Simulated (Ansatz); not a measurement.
Reactions of C6H8, SMILES `CC1C=CC=C1`.

Calculated with Ansatz (gas phase, PBE0-D4/def2-TZVP geometries, no zero-point term in ΔE). CCSD(T)/CBS adds triple-zeta CCSD(T) − MP2 to the extrapolated MP2 energy (def2 sets, frozen cores). This one scheme is used for every species, atoms too. DFT in def2-TZVPP. B3LYP here is the variant with VWN-RPA as its local correlation; programs differ in this. No spin–orbit coupling; open shells (•) take unrestricted orbitals. Spin–orbit coupling would lower the free atoms: a little for C. For Ga outer-core shells are correlated without core-valence functions, so the limit isn't a true one: a few kJ/mol of doubt a bond, and 10 to 20 or more in all where bonds break to atoms. Scalar relativity is left out up to krypton. Each species was taken in one conformer, which may not be the lowest.

```json
{"reaction": "`CC1C=CC=C1` + H₂ → `C1=CCC=C1` + CH₄", "PBE0-D4 (kJ/mol)": "-69", "B3LYP-D4 (kJ/mol)": "-70", "r2SCAN-D4 (kJ/mol)": "-70", "ωB97M-V (kJ/mol)": "-68", "CCSD(T)/CBS(def2) (kJ/mol)": "-65"}
{"reaction": "`CC1C=CC=C1` + `[CH3][GaH][Cl]` → `C[CH2][GaH][Cl]` + `C1=CCC=C1`", "PBE0-D4 (kJ/mol)": "14", "B3LYP-D4 (kJ/mol)": "14", "r2SCAN-D4 (kJ/mol)": "15", "ωB97M-V (kJ/mol)": "16", "CCSD(T)/CBS(def2) (kJ/mol)": "15"}
{"reaction": "`CC1C=CC=C1` + `[OH][AlH][CH2]F` → `C[O][AlH][CH2]F` + `C1=CCC=C1`", "PBE0-D4 (kJ/mol)": "58", "B3LYP-D4 (kJ/mol)": "53", "r2SCAN-D4 (kJ/mol)": "57", "ωB97M-V (kJ/mol)": "59", "CCSD(T)/CBS(def2) (kJ/mol)": "64"}
{"reaction": "`CC1C=CC=C1` → `C1=CCC=C1` + `[CH2]` (triplet)", "PBE0-D4 (kJ/mol)": "433", "B3LYP-D4 (kJ/mol)": "428", "r2SCAN-D4 (kJ/mol)": "412", "ωB97M-V (kJ/mol)": "438", "CCSD(T)/CBS(def2) (kJ/mol)": "438"}
{"reaction": "`CC1C=CC=C1` → 6 C• + 8 H•", "PBE0-D4 (kJ/mol)": "6256", "B3LYP-D4 (kJ/mol)": "6177", "r2SCAN-D4 (kJ/mol)": "6200", "ωB97M-V (kJ/mol)": "6188", "CCSD(T)/CBS(def2) (kJ/mol)": "6162"}
```

Largest T1 diagnostic: 0.012, for `C[O][AlH][CH2]F`.
